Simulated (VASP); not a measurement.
**Input and output of a VASP PBE single-point calculation on AlN (wurtzite)**

INCAR

```
NBANDS = 16
ISIF = 2
LWAVE = .FALSE.
SIGMA = 0.02
ISMEAR = -1
ENCUT = 520
LASPH = .TRUE.
EDIFF = 1E-7
LREAL = .FALSE.
PREC = Accurate
NELM = 120
NSW = 0
IBRION = -1
LCHARG = .FALSE.
GGA = PE
```

KPOINTS

```
KPOINTS created by Atomic Simulation Environment
0
Gamma
12 12 6
0 0 0
```

KPOINTS_OPT

```
special points
6
Reciprocal
0.0000000000 0.0000000000 0.0000000000 1
0.5000000000 0.0000000000 0.0000000000 1
0.3333333333 0.3333333333 0.0000000000 1
0.0000000000 0.0000000000 0.5000000000 1
0.5000000000 0.0000000000 0.5000000000 1
0.3333333333 0.3333333333 0.5000000000 1
```

POSCAR

```
Al N
 1.0000000000000000
     3.1066937601296396    0.0000000000000000    0.0000000000000000
    -1.5533468800648198    2.6904757180508674    0.0000000000000000
     0.0000000000000000    0.0000000000000000    4.9785915498959481
 Al  N
   2   2
Cartesian
  0.0000000000000001  1.7936504787005778 -0.0164068127947834
  1.5533468800648196  0.8968252393502889  2.4728889621531898
  0.0000000000000001  1.7936504787005778  1.8833786440057636
  1.5533468800648196  0.8968252393502889  4.3726744189537392
```

VASP ran with the recommended PBE PAW datasets (16 valence electrons in the cell).

Command

```
mpirun -np 1 vasp_std
```

OSZICAR

```
N       E                     dE             d eps       ncg     rms          rms(c)
DAV:   1     0.408892575459E+02    0.40889E+02   -0.73408E+03  2440   0.899E+02
DAV:   2    -0.310249060222E+02   -0.71914E+02   -0.65843E+02  3416   0.187E+02
DAV:   3    -0.345093419160E+02   -0.34844E+01   -0.34740E+01  3008   0.425E+01
DAV:   4    -0.345303938920E+02   -0.21052E-01   -0.21051E-01  3024   0.373E+00
DAV:   5    -0.345306731986E+02   -0.27931E-03   -0.27931E-03  3088   0.430E-01    0.122E+01
DAV:   6    -0.297563289600E+02    0.47743E+01   -0.10670E+01  2904   0.237E+01    0.417E+00
DAV:   7    -0.297796232411E+02   -0.23294E-01   -0.68393E-01  2600   0.582E+00    0.296E+00
DAV:   8    -0.297723391288E+02    0.72841E-02   -0.60133E-02  2728   0.225E+00    0.591E-01
DAV:   9    -0.297673108668E+02    0.50283E-02   -0.12225E-02  3240   0.817E-01    0.246E-01
DAV:  10    -0.297679328172E+02   -0.62195E-03   -0.22657E-03  2664   0.299E-01    0.132E-01
DAV:  11    -0.297678515636E+02    0.81254E-04   -0.17575E-04  2848   0.102E-01    0.328E-02
DAV:  12    -0.297678546338E+02   -0.30702E-05   -0.11633E-05  2800   0.272E-02    0.724E-03
DAV:  13    -0.297678544546E+02    0.17919E-06   -0.41658E-06  2808   0.158E-02    0.551E-03
DAV:  14    -0.297678544586E+02   -0.39661E-08   -0.32300E-07  2808   0.483E-03
   1 F= -.29767854E+02 E0= -.29767854E+02  d E =-.564879E-11
       N       E                     dE             ncg
DAV:   1     0.210493188962E+04   -0.24449E+04      192
DAV:   2     0.172728016658E+04   -0.37765E+03      256
DAV:   3     0.170961295771E+04   -0.17667E+02      240
DAV:   4     0.170948649912E+04   -0.12646E+00      232
DAV:   5     0.170948460085E+04   -0.18983E-02      240
DAV:   6     0.170948455738E+04   -0.43475E-04      232
DAV:   7     0.170948455622E+04   -0.11635E-05      248
DAV:   8     0.170948455618E+04   -0.31783E-07      192
```

From OUTCAR

```
k-points           NKPTS =     76   k-points in BZ     NKDIM =     76   number of bands    NBANDS=     16

   NELECT =      16.0000    total number of electrons

   dimension x,y,z NGX =    24 NGY =   24 NGZ =   40
   dimension x,y,z NGXF=    48 NGYF=   48 NGZF=   80

  energy-cutoff  :      520.00
  volume of cell :       41.61
      direct lattice vectors                 reciprocal lattice vectors
     3.106693760  0.000000000  0.000000000     0.321885605  0.185840741  0.000000000
    -1.553346880  2.690475718  0.000000000     0.000000000  0.371681481  0.000000000
     0.000000000  0.000000000  4.978591550     0.000000000  0.000000000  0.200860020

 k-points in reciprocal lattice and weights: KPOINTS created by Atomic Simulation Env
   0.00000000  0.00000000  0.00000000       0.001
   0.08333333  0.00000000  0.00000000       0.007
   0.16666667  0.00000000  0.00000000       0.007
   0.25000000 -0.00000000  0.00000000       0.007
   0.33333333  0.00000000  0.00000000       0.007
   0.41666667  0.00000000  0.00000000       0.007
   0.50000000 -0.00000000  0.00000000       0.003
   0.08333333  0.08333333  0.00000000       0.007
   ...

 E-fermi :   6.5786

 k-point     1 :       0.0000    0.0000    0.0000
  band No.  band energies     occupation
      1      -9.0209      2.00000
      2      -6.8663      2.00000
      3       0.1767      2.00000
      4       5.3266      2.00000
      5       5.3266      2.00000
      6       5.9755      2.00000
      7       5.9755      2.00000
      8       6.1858      2.00000
      9      10.4292      0.00000
     10      12.8892      0.00000
     11      16.8282      0.00000
     12      17.3750      0.00000
     13      17.3750      0.00000
     14      19.3133      0.00000
     15      19.3681      0.00000
     16      19.3681      0.00000

 k-point     2 :       0.0833    0.0000    0.0000
  band No.  band energies     occupation
      1      -8.9319      2.00000
      2      -6.8156      2.00000
      3       0.2824      2.00000
      4       4.9134      2.00000
      5       5.2094      2.00000
      6       5.5632      2.00000
      7       5.9625      2.00000
      8       6.1479      2.00000
      9      10.8464      0.00000
     10      13.2576      0.00000
     11      16.4574      0.00000
     12      16.7636      0.00000
     13      17.6329      0.00000
     14      19.0520      0.00000
     15      19.4001      0.00000
     16      19.4403      0.00000

 k-point     3 :       0.1667    0.0000    0.0000
  band No.  band energies     occupation
      1      -8.6726      2.00000
      2      -6.6771      2.00000
      3       0.5942      2.00000
      4       3.9054      2.00000
      5       4.6877      2.00000
      6       4.9341      2.00000
      7       5.8955      2.00000
      8       6.0140      2.00000
      9      11.7005      0.00000
     10      13.9464      0.00000
     11      15.3916      0.00000
     12      15.9964      0.00000
     13      18.3238      0.00000
     14      18.5762      0.00000
     15      18.5793      0.00000
     16      19.0132      0.00000

 k-point     4 :       0.2500   -0.0000    0.0000
  band No.  band energies     occupation
      1      -8.2686      2.00000
      2      -6.4939      2.00000
      3       1.0934      2.00000
      4       2.7287      2.00000
      5       3.7225      2.00000
      6       4.6181      2.00000
      7       5.7482      2.00000
      8       5.7722      2.00000
      9      12.4056      0.00000
     10      13.8167      0.00000
     11      14.2994      0.00000
     12      16.2633      0.00000
     13      17.8098      0.00000
     14      18.1603      0.00000
     15      18.3331      0.00000
     16      19.5139      0.00000

 k-point     5 :       0.3333    0.0000    0.0000
  band No.  band energies     occupation
      1      -7.7727      2.00000
      2      -6.3413      2.00000
      3       1.6741      2.00000
      4       1.7508      2.00000
      5       2.8585      2.00000
      6       4.3436      2.00000
      7       5.3162      2.00000
      8       5.6357      2.00000
      9      12.4442      0.00000
     10      12.9004      0.00000
     11      14.1786      0.00000
     12      16.5431      0.00000
     13      17.5973      0.00000
     14      17.9899      0.00000
     15      18.3144      0.00000
     16      20.6294      0.00000

 k-point     6 :       0.4167    0.0000    0.0000
  band No.  band energies     occupation
      1      -7.2883      2.00000
      2      -6.3044      2.00000
      3       0.9753      2.00000
      4       2.2274      2.00000
      5       2.4515      2.00000
      6       4.1611      2.00000
      7       4.7588      2.00000
      8       5.5332      2.00000
      9      12.1489      0.00000
     10      12.2306      0.00000
     11      14.3544      0.00000
     12      16.4863      0.00000
     13      17.2418      0.00000
     14      18.3196      0.00000
     15      18.7709      0.00000
     16      21.4424      0.00000

 k-point     7 :       0.5000   -0.0000    0.0000
  band No.  band energies     occupation
      1      -7.0441      2.00000
      2      -6.3467      2.00000
      3       0.7251      2.00000
      4       2.0118      2.00000
      5       2.8366      2.00000
      6       4.0975      2.00000
      7       4.4075      2.00000
      8       5.4956      2.00000
      9      11.9982      0.00000
     10      12.0206      0.00000
     11      14.4064      0.00000
     12      16.4942      0.00000
     13      17.1216      0.00000
     14      18.3991      0.00000
     15      19.0368      0.00000
     16      21.3678      0.00000

 k-point     8 :       0.0833    0.0833    0.0000
  band No.  band energies     occupation
      1      -8.7577      2.00000
      2      -6.7210      2.00000
      3       0.4912      2.00000
      4       4.3308      2.00000
      5       4.6148      2.00000
      6       5.2772      2.00000
      7       5.8490      2.00000
      8       6.0616      2.00000
      9      11.4757      0.00000
     10      13.8451      0.00000
     11      15.7987      0.00000
     12      15.9751      0.00000
     13      18.1426      0.00000
     14      18.4937      0.00000
     15      18.7894      0.00000
     16      19.6068      0.00000

 k-point     9 :       0.1667    0.0833    0.0000
  band No.  band energies     occupation
      1      -8.4253      2.00000
      2      -6.5590      2.00000
      3       0.8974      2.00000
      4       3.3183      2.00000
      5       3.8259      2.00000
      6       4.8542      2.00000
      7       5.6792      2.00000
      8       5.8645      2.00000
      9      12.2987      0.00000
     10      14.3618      0.00000
     11      14.6490      0.00000
     12      15.5690      0.00000
     13      17.7801      0.00000
     14      18.1495      0.00000
     15      18.7941      0.00000
     16      19.3729      0.00000

 k-point    10 :       0.2500    0.0833    0.0000
  band No.  band energies     occupation
      1      -7.9724      2.00000
      2      -6.3884      2.00000
      3       1.4725      2.00000
      4       2.2191      2.00000
      5       3.0995      2.00000
      6       4.3844      2.00000
      7       5.4993      2.00000
      8       5.5225      2.00000
      9      12.7750      0.00000
     10      13.4459      0.00000
     11      14.2031      0.00000
     12      16.2247      0.00000
     13      17.3087      0.00000
     14      17.8624      0.00000
     15      18.5667      0.00000
     16      20.2713      0.00000

 k-point    11 :       0.3333    0.0833    0.0000
  band No.  band energies     occupation
      1      -7.4717      2.00000
      2      -6.2939      2.00000
      3       1.3394      2.00000
      4       2.1535      2.00000
      5       2.4900      2.00000
      6       4.0277      2.00000
      7       5.0194      2.00000
      8       5.3474      2.00000
      9      12.4579      0.00000
     10      12.6901      0.00000
     11      14.4039      0.00000
     12      16.4225      0.00000
     13      17.1181      0.00000
     14      18.3803      0.00000
     15      18.4132      0.00000
     16      21.0146      0.00000

 k-point    12 :       0.4167    0.0833    0.0000
  band No.  band energies     occupation
      1      -7.0705      2.00000
      2      -6.3239      2.00000
      3       0.8552      2.00000
      4       2.1145      2.00000
      5       2.7847      2.00000
      6       3.8408      2.00000
      7       4.4964      2.00000
      8       5.2583      2.00000
      9      12.0042      0.00000
     10      12.4483      0.00000
     11      14.5693      0.00000
     12      16.4320      0.00000
     13      17.0343      0.00000
     14      18.3610      0.00000
     15      18.9993      0.00000
     16      21.3958      0.00000

 ...

  Total        1.1527388      1.1527388      1.1145309      0.0000000      0.0000000      0.0000000
  in kB       44.3820623     44.3820623     42.9110056      0.0000000      0.0000000      0.0000000
  external PRESSURE =      43.8917100 kB  Pullay stress =       0.0000000 kB

 POSITION                                       TOTAL-FORCE (eV/Angst)
 -----------------------------------------------------------------------------------
      0.00000      1.79365      4.96218         0.000000      0.000000     -0.009030
      1.55335      0.89683      2.47289        -0.000000     -0.000000     -0.009030
      0.00000      1.79365      1.88338         0.000000      0.000000      0.009030
      1.55335      0.89683      4.37267         0.000000      0.000000      0.009030
 -----------------------------------------------------------------------------------
    total drift:                               -0.000000     -0.000000     -0.000954

  FREE ENERGIE OF THE ION-ELECTRON SYSTEM (eV)
  ---------------------------------------------------
  free  energy   TOTEN  =       -29.7678544586 eV

  energy  without entropy=      -29.7678544586  energy(sigma->0) =      -29.76785446
```

The gap between bands v and c is 4.24 eV. The least direct gap is 4.24 eV and the pressure is 4.4 GPa.

Band v is the last that the valence electrons fill when counted band by band, and c is the next.

The run took about 35 s on one core of a shared host (Intel Xeon Platinum 8488C) and held 0.2 GiB at most.
